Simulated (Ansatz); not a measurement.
Gd under changes of volume

One of the cells (33.215 Å³/atom); the others are scaled copies at fixed shape and fractional positions:

```
Gd
1.0
    -2.02500    2.02500    2.02500
     2.02500   -2.02500    2.02500
     2.02500    2.02500   -2.02500
Gd
1
Direct
  0.00000 0.00000 0.00000
```

This isn't the form of Gd at room conditions, which is hcp.

* Program: Ansatz 0.2.0
* Functional: r2SCAN
* Potentials or basis: Ansatz PAW
* Cutoff: 500 eV (not typed: the program's choice for these potentials)
* k mesh: 9 × 9 × 9
* Occupations: fermi-dirac, width 0.05 eV
* Spin: collinear spin, ferromagnetic start
* Starting moments: [7.0] μB

```csv
volume (Å³/atom),energy over the lowest point (meV/atom),pressure (GPa),moment (μB per cell)
31.222,?,?,?
31.886,8.26,1.8,7.98
32.551,2.51,1.1,7.98
33.215,0.00,0.4,7.99
33.879,0.33,-0.2,8.03
34.544,2.43,-0.7,8.08
35.208,6.14,-1.2,8.11
```

Task: What does the run at 31.222 Å³/atom give?

Result: Energy over the lowest point 17.46 meV/atom; pressure 2.7 GPa; moment 7.98 μB per cell.

Worked out: A Birch-Murnaghan fit of order 3 (a polynomial in V^(-2/3)) to the other rows has its minimum at 33.48 Å³/atom with B0 = V·E''(V) = 29 GPa (rough, since the energies scatter). It gives 18.26 meV/atom at 31.222 Å³/atom, against the run's 17.46, and -dE/dV = 3.0 GPa, against 2.7. A parabola through the other rows of the moment, of slope -0.0158 μB per Å³/atom there, extrapolates to 7.98 μB, against the run's 7.98.

Energies are extrapolated to zero smearing.

Caveats: the magnetic or orbital state may not be the lowest; the PAW data sets come from PBE, with cores solved anew for the run's functional, which leaves a small shift of forces and pressure.
